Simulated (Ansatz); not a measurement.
**CdS: how well frozen cores do**

Aim: solve CdS at one geometry with full-potential LAPW, PAW on the default files and datasets made for this crystal, and see where they agree.

Computed with Ansatz 0.2.0 (DFT PBE, scalar-relativistic, unless a step's input says otherwise).

## Step 1: The starting structure

It takes space group F-43m (No. 216, cubic). The conventional cell has a = 5.886 Å, b = 5.886 Å, c = 5.886 Å, α = 90.00°, β = 90.00°, γ = 90.00°. Around Cd (site symmetry -43m) lie 4 S at 2.55 Å. Around S (site symmetry -43m) lie 4 Cd at 2.55 Å.

As a file:

```
CELL_PARAMETERS angstrom
0.00000 2.94295 2.94295
2.94295 0.00000 2.94295
2.94295 2.94295 0.00000
ATOMIC_POSITIONS crystal
Cd 0.00000 0.00000 0.00000
S 0.75000 0.75000 0.75000
```

Structure from a Materials Project entry, not relaxed further.

Atoms are numbered in the order of the input: Cd1, S2.

## Step 2: Full-potential LAPW

File input.yaml:

```yaml
crystal:
  lattice:
    - [0.0, 2.9429534649, 2.9429534649]
    - [2.9429534649, 0.0, 2.9429534649]
    - [2.9429534649, 2.9429534649, 0.0]
  atoms:
    - { symbol: Cd, position: [0.0, 0.0, 0.0] }
    - { symbol: S, position: [0.75, 0.75, 0.75] }
kpoints:
  mp_grid: { grid: [7, 7, 7] }
  band_path:
    path:
      - [0.0, 0.0, 0.0]
      - [-0.5, -0.5, 0.0]
      - [-0.375, -0.375, 0.25]
      - [-0.375, 0.0, 0.375]
      - [0.0, 0.0, 0.0]
      - [0.0, 0.0, 0.5]
      - [-0.5, -0.25, 0.25]
      - [-0.5, -0.5, 0.0]
    npoints: 14
scf:
  occupations: { method: fermi_dirac, width: 0.02 }
hamiltonian:
  xc: pbe
  pseudopotentials: { kind: all_electron, lapw: { basis_error: 0.0005 } }
output:
  forces: true
  stress: true
  eigenvalues: true
  populations: true
  dos: { projected: true, de: 0.2, e_range: [-14, 8] }
```

Started as:

```console
$ ansatz run input.yaml --threads 1 --pin off --max-ram 3072MiB --backend cpu --events-out ev --progress --plain --runs-dir out
```

Standard output, cut to the lines that bear on the results:

```text
Cd: projections on atomic orbitals take those of the free atom 1s2 2s2 2p6 3s2 3p6 3d10 4s2 4p6 4d10 5s2, of charge +0.00 (hamiltonian.pseudopotentials.projection_atoms)
S: projections on atomic orbitals take those of the free atom 1s2 2s2 2p6 3s2 3p4, of charge +0.00 (hamiltonian.pseudopotentials.projection_atoms)
LAPW: plane waves up to 8.282 Å⁻¹, error target 5.0e-4 eV per atom; small_component_spin mean_spin; S in spheres of 1.110 Å, 14 of its electrons in bands, Dirac shells []; Cd in spheres of 1.438 Å, 20 of its electrons in bands, Dirac shells []
[...]
Pseudopotentials: kind: all_electron
Pseudopotential: Cd, LAPW, valence charge 20, Koelling and Harmon's equation, gaussian nucleus
Pseudopotential: S, LAPW, valence charge 14, Koelling and Harmon's equation, gaussian nucleus
Functional definition: PBE
[...]
Crystal: 2 atoms, lattice volume = 50.978 Å³
Basis set: ecut = 261.31481209829667 eV, 531 PW (Γ), exchange–correlation at level 2
Bands: 21, of which v1, the nominal top of the filled ones, is band 17 counted from 1 (16 counted from 0)
Symmetry: 24 space group operations
Space group: F-43m (ITA 216), of the structure as read, at distance tolerance 3.7e-5 Å
k-points: 20 of 343 (time reversal used)
[...]
SCF iter   1: F=—  HF=-163099.974803 eV  |F-HF|=—  |Δ(HF+E_count)|=         —  Δρ=3.75e-2  dr2=1.49e0  ethr=4.37e-3  ⟨swp⟩=2.0  Hψ=2867  notcnv=0
[...]
the basis was enlarged: its passes take 173.6 KiB over the memory plan, 1 of 1 planned eigensolver slots
[...]
SCF iter   7: F=-163099.424477 eV  HF=-163099.424477 eV  |F-HF|=9.40e-9  |Δ(HF+E_count)|=   1.42e-6  Δρ=4.36e-6  dr2=8.71e-9  ethr=1.49e-9  ⟨swp⟩=3.0  Hψ=1274  notcnv=0
[...]
NSCF: frozen V_eff on 99 k-points
SCF converged after 7 iterations
Free energy (F): -163099.424477 eV
[...]
E sigma→0 (E₀):  -163099.424477 eV
Fermi energy:    7.903423 eV
[...]
--- Forces (eV/Å), atoms counted from 1 ---
  atom   1  Cd     0.00000000    -0.00000000     0.00000000
  atom   2  S     -0.00000000     0.00000000    -0.00000000
[...]
--- Stress (GPa, compression-positive) ---
        1.191167      -0.000000      -0.000000
       -0.000000       1.191167       0.000000
       -0.000000       0.000000       1.191167
  P = ⅓ Tr σ = 1.1912 GPa (11.912 kbar)
--- Band table (eV; the first three rows and the last of 20) ---
  k-point 0: bands = ["-197.0762", "-141.8514", "-141.8514", "-141.8514", "-93.9091", "-54.9792", "-54.9792", "-54.9792", "-4.8531", "-0.2812", "-0.2812", "-0.2812", "0.1624", "0.1624", "7.3490", "7.3490", "7.3490", "8.4358", "13.8835", "13.8835", "13.8835"]
[...]
--- Löwdin populations: 2 sites ---
  site symbol       q [e]
     0     Cd     46.7279
     1      S     17.0865
  spilling = 0.002901 (of n_electrons = 64.000000)
```

Wall time 9.2 s (1 thread of Intel Xeon 6975P-C (Granite Rapids), shared host); peak memory 0.31 GiB.

Read from it: pressure 1.19 GPa; gap 1.09 eV, direct at Γ.

At the corners of the path (eV, zero at the valence-band top):

```
point  band 14  band 15  band 16  band 17  band 18  band 19  band 20
    Γ    -7.19     0.00     0.00     0.00     1.09     6.53     6.53
    X    -6.77    -3.83    -1.78    -1.78     3.60     4.32     9.08
    U    -6.65    -3.80    -2.41    -1.45     4.24     5.38     8.41
    K    -6.65    -3.80    -2.41    -1.45     4.24     5.38     8.41
    Γ    -7.19     0.00     0.00     0.00     1.09     6.53     6.53
    L    -6.83    -4.23    -0.71    -0.71     2.97     7.00     7.00
    W    -6.60    -3.77    -2.14    -2.09     5.31     5.43     7.17
    X    -6.77    -3.83    -1.78    -1.78     3.60     4.32     9.08
```

States per cell in windows of 1 eV (zero at the valence-band top; grid of 0.20 eV, so sharp peaks spill over the borders):

```
from  to  total  Cd 4d  S 3p  Cd 5s
 -10  -9   0.00   0.00  0.00   0.00
  -9  -8   0.00   0.00  0.00   0.00
  -8  -7   8.76   8.41  0.29   0.03
  -7  -6   1.24   1.11  0.02   0.02
  -6  -5   0.00   0.00  0.00   0.00
  -5  -4   0.09   0.00  0.07   0.02
  -4  -3   1.50   0.06  0.96   0.42
  -3  -2   0.91   0.05  0.73   0.07
  -2  -1   2.35   0.12  2.09   0.04
  -1   0   1.14   0.07  1.03   0.00
   0   1   0.00   0.00  0.00   0.00
   1   2   0.02   0.00  0.00   0.01
   2   3   0.16   0.00  0.04   0.09
   3   4   0.87   0.00  0.19   0.42
   4   5   1.26   0.00  0.25   0.43
   5   6   1.29   0.00  0.12   0.14
```

## Step 3: PAW on the default files

input.yaml, as its differences from that of step 2:

```diff
@@ -25,3 +25,3 @@
   xc: pbe
-  pseudopotentials: { kind: all_electron, lapw: { basis_error: 0.0005 } }
+  pseudopotentials: { kind: paw }
 output:
@@ -30,3 +30,9 @@
   eigenvalues: true
+  efg: { contact_densities: true }
   populations: true
+  bader: true
   dos: { projected: true, de: 0.2, e_range: [-14, 8] }
+  write_density: true
+  write_potential: true
+  elf: true
+  volumetric_format: npy
```

Started as:

```console
$ ansatz run input.yaml --threads 1 --pin off --max-ram 3072MiB --backend cpu --events-out ev --progress --plain --runs-dir out
```

Standard output:

```text
Cd: output.efg is read without spin–orbit coupling, which moves field gradients at and beside such atoms by some per cent and up to a factor of two; PAW files take it under magnetization.noncollinear and magnetization.spin_orbit
Engine: ansatz 0.2.0
Pseudopotentials: kind: paw
Pseudopotential: Cd, paw, valence charge 20, recommended cutoff 420 eV (normal)
Pseudopotential: S, paw, valence charge 6, recommended cutoff 420 eV (normal)
Functional definition: PBE
  parameter kappa = 0.804
  parameter beta = 0.06672455060314922
  exchange = pbe_x(kappa = kappa, mu = beta*pi^2/3)
  correlation = pbe_c(beta = beta)
Crystal: 2 atoms, lattice volume = 50.978 Å³
Basis set: ecut = 420 eV, 965 PW (Γ), exchange–correlation on 60×60×60 points (8 copies of the dense FFT grid, shifted against one another)
Bands: 17, of which v1, the nominal top of the filled ones, is band 13 counted from 1 (12 counted from 0)
Symmetry: 24 space group operations
Space group: F-43m (ITA 216), of the structure as read, at distance tolerance 3.7e-5 Å
k-points: 20 of 343 (time reversal used)
Non-local potential: Cd, projectors of the file, l = 0: 3, l = 1: 2, l = 2: 2, l = 3: 1
Non-local potential: S, projectors of the file, l = 0: 2, l = 1: 2, l = 2: 2
PAW form: soft (Blöchl's): semilocal exchange-correlation on the pseudo side does not see the compensation charge
PAW one-centre angular grid: Cd, 590 points (default); XC on 64 Gauss nodes
PAW one-centre angular grid: S, 110 points (default); XC on 64 Gauss nodes
Initial density: superposition of atomic densities (neutral atoms: chi_scale 0, normalization atom), corrected by the library's trained network
Initial wavefunctions: pseudopotential atomic-orbital guess
Functional: x = pbe(κ = 0.804, μ = 0.2195149727645171), c = pbe(β = 0.06672455060314922)
SCF iter   1: F=—  HF=-9157.823513 eV  |F-HF|=—  |Δ(HF+E_count)|=         —  Δρ=5.76e-4  dr2=2.39e-4  ethr=1.77e-3  ⟨swp⟩=5.8  Hψ=1746  notcnv=0
preconditioner: auto → none  [insulator: Δε(μ)=1.081 eV  Ē_g=12.258 eV  σ=0.020 eV  W_gap=1.00  n_scr=14 (ndim 8)  ℏωp=22.1 eV  f_vac=0.137  D(μ)=0.00/eV (n_scr^D=0)  ε∞_Penn≈4.2]
SCF iter   2: F=—  HF=-9157.824142 eV  |F-HF|=—  |Δ(HF+E_count)|=   6.29e-4  Δρ=3.20e-4  dr2=3.02e-5  ethr=9.20e-7  ⟨swp⟩=2.5  Hψ=823  notcnv=0
SCF iter   3: F=—  HF=-9157.824168 eV  |F-HF|=—  |Δ(HF+E_count)|=   2.65e-5  Δρ=1.14e-4  dr2=2.99e-6  ethr=1.16e-7  ⟨swp⟩=2.0  Hψ=500  notcnv=0
SCF iter   4: F=—  HF=-9157.824187 eV  |F-HF|=—  |Δ(HF+E_count)|=   1.83e-5  Δρ=3.40e-5  dr2=2.63e-7  ethr=1.15e-8  ⟨swp⟩=2.0  Hψ=520  notcnv=0
iter 5 did not close the SCF: its close was put off for the readings that it lacked (scf_convergence_deferred on its scf_iter line)
SCF iter   5: F=-9157.824189 eV  HF=-9157.824189 eV  |F-HF|=4.51e-8  |Δ(HF+E_count)|=   2.12e-6  Δρ=5.69e-6  dr2=2.13e-8  ethr=1.01e-9  ⟨swp⟩=2.0  Hψ=520  notcnv=0
SCF iter   6: F=-9157.824189 eV  HF=-9157.824189 eV  |F-HF|=2.06e-9  |Δ(HF+E_count)|=   5.52e-8  Δρ=2.44e-6  dr2=2.32e-9  ethr=8.18e-11  ⟨swp⟩=5.1  Hψ=1878  notcnv=0
SCF 1 converged in 6 iterations: F = -9157.824189 eV  dr2 = 2.32e-9
NSCF: frozen V_eff on 99 k-points
SCF converged after 6 iterations
Free energy (F): -9157.824189 eV
Harris-Foulkes:  -9157.824189 eV  (|F-HF|=2.06e-9)
Internal energy: -9157.824189 eV  (E = F + TS)
E sigma→0 (E₀):  -9157.824189 eV
Fermi energy:    7.087862 eV
--- Per-component energies (eV) ---
  E_band       = -514.655057
  E_kinetic    = 611.342651
  E_local      = -4052.381165  (includes V_loc(G=0)·N_el)
  E_nonlocal   = 62.173370
  E_hartree    = 1859.201191
  E_xc         = -273.649707
  E_vxc        = -308.776478  (∫ρ·V_xc dr)
  E_paw        = -4683.843641  (= ΣΔE_a)
  E_vpaw       = -545.414899  (= ΣTr[D̂ρ^β])
  E_aug_tail   = 0.000016  (compensation charges beyond the density's cutoff)
  E_ewald      = -2680.666906
  E_smearing   = -0.000000  (= −TS)
  E_closure    = -0.000000  (closes the sum)
  Σ components = -9157.824189   (vs F -9157.824189, Δ=0.00e0)
--- Forces (eV/Å), atoms counted from 1 ---
  atom   1  Cd    -0.00000000     0.00000000    -0.00000000
  atom   2  S      0.00000000    -0.00000000    -0.00000000
  max |Σ_I F_I| component: 1.02e-16 eV/Å
--- Stress (GPa, compression-positive) ---
        1.160467       0.000000       0.000000
       -0.000000       1.160467       0.000000
       -0.000000       0.000000       1.160467
  P = ⅓ Tr σ = 1.1605 GPa (11.605 kbar)
--- PAW observables at the nuclei: V_zz in 10²¹ V/m², potentials from the cell's mean, atoms counted from 1 ---
  atom   1  Cd V_zz =    -0.000000   η = 0.0000   by run symmetry: forbidden
            electrostatic potential = -7703.795503 V   contact ρ = 1035901.208760 e/Å³
  atom   2  S  V_zz =    -0.000000   η = 0.0000   by run symmetry: forbidden
            electrostatic potential = -1633.267105 V   contact ρ = 19766.700170 e/Å³
--- Band table (eV; the first three rows and the last of 20) ---
  k-point 0: bands = ["-94.7162", "-55.7882", "-55.7882", "-55.7882", "-5.6694", "-1.0947", "-1.0947", "-1.0947", "-0.6504", "-0.6504", "6.5335", "6.5335", "6.5335", "7.6201", "13.0638", "13.0638", "13.0638"]
  k-point 1: bands = ["-94.7162", "-55.7883", "-55.7882", "-55.7882", "-5.5939", "-1.0680", "-1.0680", "-1.0249", "-0.6513", "-0.6513", "5.3287", "6.3862", "6.3862", "8.5983", "12.7533", "13.3029", "13.3029"]
  k-point 2: bands = ["-94.7162", "-55.7885", "-55.7882", "-55.7882", "-5.4233", "-1.0161", "-1.0161", "-0.7742", "-0.6422", "-0.6422", "3.7186", "6.0801", "6.0801", "9.3720", "12.9198", "13.5872", "13.5872"]
  k-point 19: bands = ["-94.7162", "-55.7886", "-55.7885", "-55.7884", "-5.1537", "-0.8964", "-0.8530", "-0.6963", "-0.6331", "-0.0875", "2.7570", "4.1769", "4.8455", "11.4313", "12.0653", "13.8647", "14.9748"]
--- Löwdin populations: 2 sites ---
  site symbol       q [e]
     0     Cd     18.7348
     1      S      7.0739
  spilling = 0.007359 (of n_electrons = 26.000000)
--- Bader charges: 2 sites ---
  site symbol  charge [e]  shift [e]
     0     Cd      0.8536     0.0035
     1      S     -0.8536     0.0035
  estimated error of the sums over rays = 1.7e-4 e
```

Run time: 14 s. Hardware: 1 thread of Intel Xeon 6975P-C (Granite Rapids), shared host; peak memory 0.41 GiB.

This run gives: pressure 1.16 GPa; gap 1.09 eV, direct at Γ.

```
atom  Bader charge (e)  basin volume (Å³)
 Cd1             +0.85              21.56
  S2             -0.85              29.41
```

The fields are shown in the conventional cell of this run's space group, carried over from its grid by interpolation.

Density in a lattice plane of the grid's cell (edges 5.89 and 5.89 Å, at 0.000 of the third edge), which holds Cd.

Ten even steps from '0' (0.01 e/Å³) to '9' (26.56 e/Å³):
```
652000000000000000000025
210000000000000000000001
000000000000000000000000
000000000000000000000000
000000000000000000000000
000000000000000000000000
000000000000000000000000
000000000001210000000000
000000000025652000000000
000000000137973100000000
000000000025652000000000
000000000001210000000000
000000000000000000000000
000000000000000000000000
000000000000000000000000
000000000000000000000000
000000000000000000000000
210000000000000000000001
652000000000000000000025
973100000000000000000137
```
Columns run along the first of these edges and rows up along the second, over one cell in 24 and 20 even steps from the bottom left corner. Atoms in the plane (fractional): Cd at (0.00, 0.00), Cd at (0.50, 0.50).

ELF in the same plane.

Values, 12 rows by 12 columns:
```
0.60 0.44 0.18 0.14 0.10 0.03 0.01 0.03 0.10 0.14 0.18 0.44
0.25 0.18 0.18 0.32 0.27 0.10 0.04 0.10 0.27 0.32 0.18 0.18
0.11 0.14 0.32 0.46 0.32 0.14 0.11 0.14 0.32 0.46 0.32 0.14
0.04 0.10 0.27 0.32 0.18 0.18 0.25 0.18 0.18 0.32 0.27 0.10
0.01 0.03 0.10 0.14 0.18 0.44 0.60 0.44 0.18 0.14 0.10 0.03
0.01 0.01 0.04 0.11 0.25 0.60 0.92 0.60 0.25 0.11 0.04 0.01
0.01 0.03 0.10 0.14 0.18 0.44 0.60 0.44 0.18 0.14 0.10 0.03
0.04 0.10 0.27 0.32 0.18 0.18 0.25 0.18 0.18 0.32 0.27 0.10
0.11 0.14 0.32 0.46 0.32 0.14 0.11 0.14 0.32 0.46 0.32 0.14
0.25 0.18 0.18 0.32 0.27 0.10 0.04 0.10 0.27 0.32 0.18 0.18
0.60 0.44 0.18 0.14 0.10 0.03 0.01 0.03 0.10 0.14 0.18 0.44
0.92 0.60 0.25 0.11 0.04 0.01 0.01 0.01 0.04 0.11 0.25 0.60
```
Columns run along the first of these edges and rows up along the second, over one cell in 12 and 12 even steps from the bottom left corner. Atoms in the plane (fractional): Cd at (0.00, 0.00), Cd at (0.50, 0.50).

Both are smooth fields of the valence electrons: close to the nuclei they are not physical.

Outside the cores ELF peaks at 0.89 in the shell around S, 0.8 Å from S.

## Step 4: Datasets made for this crystal

input.yaml, as its differences from that of step 3:

```diff
@@ -20,3 +20,3 @@
       - [-0.5, -0.5, 0.0]
-    npoints: 14
+    npoints: 8
 scf:
@@ -25,3 +25,3 @@
   xc: pbe
-  pseudopotentials: { kind: paw }
+  pseudopotentials: { kind: all_electron, datasets: crystal }
 output:
@@ -31,8 +31 @@
   efg: { contact_densities: true }
-  populations: true
-  bader: true
-  dos: { projected: true, de: 0.2, e_range: [-14, 8] }
-  write_density: true
-  write_potential: true
-  elf: true
-  volumetric_format: npy
```

Started as:

```console
$ ansatz run input.yaml --threads 1 --pin off --max-ram 3072MiB --backend cpu --events-out ev --progress --plain --runs-dir out
```

Standard output, cut to the lines that bear on the results:

```text
[...]
Cd: output.efg is read without spin–orbit coupling, which moves field gradients at and beside such atoms by some per cent and up to a factor of two; PAW files take it under magnetization.noncollinear and magnetization.spin_orbit
[...]
Pseudopotentials: kind: all_electron
Pseudopotential: Cd, paw, valence charge 20, recommended cutoff 260 eV (normal), Koelling and Harmon's equation, gaussian nucleus
Pseudopotential: S, paw, valence charge 6, recommended cutoff 260 eV (normal), Koelling and Harmon's equation, gaussian nucleus
Functional definition: PBE
[...]
Crystal: 2 atoms, lattice volume = 50.978 Å³
Basis set: ecut = 260 eV, 531 PW (Γ), exchange–correlation on 48×48×48 points (8 copies of the dense FFT grid, shifted against one another)
Bands: 13, of which v1, the nominal top of the filled ones, is band 9 counted from 1 (8 counted from 0)
Symmetry: 24 space group operations
[...]
  atom   1  Cd    -0.00000000    -0.00000000    -0.00000000
  atom   2  S      0.00000000    -0.00000000     0.00000000
[...]
--- Stress (GPa, compression-positive) ---
        1.189210      -0.000000      -0.000000
        0.000000       1.189210       0.000000
       -0.000000       0.000000       1.189210
  P = ⅓ Tr σ = 1.1892 GPa (11.892 kbar)
  It holds what live shells' own plane waves past their cutoff add
--- PAW observables at the nuclei: V_zz in 10²¹ V/m², potentials from the cell's mean, atoms counted from 1 ---
  atom   1  Cd V_zz =    +0.000000   η = 0.0000   by run symmetry: forbidden
            electrostatic potential = -7703.690982 V   contact ρ = 1035881.631707 e/Å³
  atom   2  S  V_zz =    +0.000000   η = 0.0000   by run symmetry: forbidden
            electrostatic potential = -1633.162115 V   contact ρ = 19784.794788 e/Å³
--- Band table (eV; the first three rows and the last of 20) ---
  k-point 0: bands = ["-4.8531", "-0.2810", "-0.2810", "-0.2810", "0.1626", "0.1626", "7.3491", "7.3491", "7.3491", "8.4359", "13.8835"]
[...]
```

It took 8.3 s on 1 thread of Intel Xeon 6975P-C (Granite Rapids), shared host; peak memory 0.52 GiB.

Read from it: pressure 1.19 GPa; gap 1.09 eV, direct at Γ.

```
atom  contact density (e/Å³)
 Cd1                 1035882
  S2                19784.79
```

## Step 5: Comparison

Highest filled and lowest empty level at the labelled points (eV from each run's valence-band top):

```
point  LAPW top  LAPW bottom  PAW top  PAW bottom  crystal datasets top  crystal datasets bottom
    Γ      0.00         1.09     0.00        1.09                  0.00                     1.09
    X     -1.78         3.60    -1.78        3.60                 -1.78                     3.60
    U     -1.45         4.24    -1.45        4.24                 -1.45                     4.24
    K     -1.45         4.24    -1.45        4.24                 -1.45                     4.24
    Γ      0.00         1.09     0.00        1.09                  0.00                     1.09
    L     -0.71         2.97    -0.71        2.97                 -0.71                     2.97
    W     -2.09         5.31    -2.09        5.31                 -2.09                     5.31
    X     -1.78         3.60    -1.78        3.60                 -1.78                     3.60
```

| method | pressure (GPa) | gap (eV) | SCF cycles, all passes |
| --- | --- | --- | --- |
| LAPW | 1.19 | 1.09 | 7 |
| PAW | 1.16 | 1.09 | 6 |
| crystal datasets | 1.19 | 1.09 | 8 |

## Step 6: Summary of results

| quantity | value |
| --- | --- |
| pressure | LAPW 1.19, PAW 1.16, crystal datasets 1.19 GPa |
| gap (LAPW) | 1.09 eV, direct at Γ |
| Bader charges (PAW) | Cd1 +0.85, S2 -0.85 e |
| highest ELF (PAW) | 0.89, 0.85 Å from S |

**Reading.** At this geometry the cell is under compression of 1.2 GPa, so it would expand if let go. A gap opens: 1.09 eV, direct at Γ. It is the Kohn-Sham gap of a semilocal functional, which mostly lies below the gap found in experiment. The top eV of the valence band is mostly S 3p (93 % of the projected weight). The projection holds only the free atom's occupied shells (Cd 5s, Cd 4d, S 3s, S 3p in this range). In pressure, PAW differs from LAPW by -0.03 GPa and less than 0.01 eV in the gap.
